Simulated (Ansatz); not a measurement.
# CdBi3O: the cost of one run

Computed with Ansatz 0.2.0 (DFT PBE, scalar-relativistic, plane waves, PAW, unless a step's input says otherwise).

1 further run of the same task is left out (it didn't finish).

## Step 1: Starting point

It takes space group R-3m (No. 166, trigonal). Conventional cell: a = 6.793 Å, b = 6.793 Å, c = 8.407 Å, α = 90.00°, β = 90.00°, γ = 120.00°. Cd (site symmetry -3m) is surrounded by 12 Bi at 3.40 to 3.42 Å. Bi (site symmetry 2/m) is surrounded by 2 O at 2.41 Å. O (site symmetry -3m) has 6 Bi at 2.41 Å as nearest neighbours.

Coordinates:

```cif
data_structure
_symmetry_space_group_name_H-M 'P 1'
_symmetry_Int_Tables_number 1
_cell_length_a 4.8200
_cell_length_b 4.8200
_cell_length_c 4.8200
_cell_angle_alpha 89.600
_cell_angle_beta 89.600
_cell_angle_gamma 89.600
_cell_volume 111.97
loop_
_atom_site_label
_atom_site_type_symbol
_atom_site_fract_x
_atom_site_fract_y
_atom_site_fract_z
_atom_site_occupancy
Cd1 Cd 0.00000 0.00000 0.00000 1
Bi1 Bi 0.00000 0.50000 0.50000 1
Bi2 Bi 0.50000 0.00000 0.50000 1
Bi3 Bi 0.50000 0.50000 0.00000 1
O1 O 0.50000 0.50000 0.50000 1
```

The cell is invented: species swapped into a database cell of FeBiO3 (R-3m, No. 166), with O on the Fe sites, Cd on the Bi sites and Bi on the O sites. The dimensions are guesses.

## Step 2: Probe: one point on a coarse mesh

File input.yaml:

```yaml
crystal:
  lattice:
    - [3.39635852, 1.96088851, 2.80220784]
    - [-3.39635852, 1.96088851, 2.80220784]
    - [0.0, -3.92177702, 2.80220784]
  atoms:
    - { symbol: Cd, position: [0.0, 0.0, 0.0] }
    - { symbol: Bi, position: [0.0, 0.5, 0.5] }
    - { symbol: Bi, position: [0.5, 0.0, 0.5] }
    - { symbol: Bi, position: [0.5, 0.5, 0.0] }
    - { symbol: O, position: [0.5, 0.5, 0.5] }
basis:
  ecutwfc: 420
kpoints:
  mp_grid: { grid: [6, 6, 6] }
hamiltonian:
  xc: pbe
scf:
  occupations: { method: gaussian, width: 0.1 }
  lower_state_search: "off"
output:
  forces: true
  stress: true
  eigenvalues: true
```

The run is started by

```console
ansatz run input.yaml --threads 1 --pin off --max-ram 2560MiB --backend cpu --events-out ev --progress --plain --runs-dir out
```

**Question.** How long does this run take on 1 thread of Intel Xeon at 2.70GHz, shared host, and how much memory does it need?

About 10 s, with a peak of 0.47 GiB.
